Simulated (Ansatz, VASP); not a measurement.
## Sb in VASP and in Ansatz

```
CELL_PARAMETERS angstrom
3.16000 0.00000 0.00000
0.00000 3.16000 0.00000
0.00000 0.00000 3.16000
ATOMIC_POSITIONS crystal
Sb 0.00000 0.00000 0.00000
```

Alike in both runs: functional LDA; k mesh 8 × 8 × 8; occupations fermi-dirac, width 0.05 eV; no spin polarisation.

```csv
,VASP,Ansatz
version,VASP 6.6.1,Ansatz 0.2.0
potentials or method,"VASP PAW LDA potentials, release 64 (Sb), cutoff 520 eV","all-electron LAPW, scalar-relativistic"
task,single point,band structure
```

Ansatz gave:

```
gap on the k mesh at the Fermi level (eV) : none
pressure (GPa)                            : -5.7
```

Q: What did VASP give for the same quantities?

A: gap on the k mesh at the Fermi level (eV): none; pressure (GPa): -5.6.

A gap of «none» marks a metal or a gap that the smearing closes. Ansatz ran all-electron here, so the differences hold the error of VASP's frozen core and of both bases.

Caveats: spin-orbit coupling is left out, which moves the levels of the heavy elements (Ansatz). Spin-orbit coupling is left out, which matters for the levels of Sb.
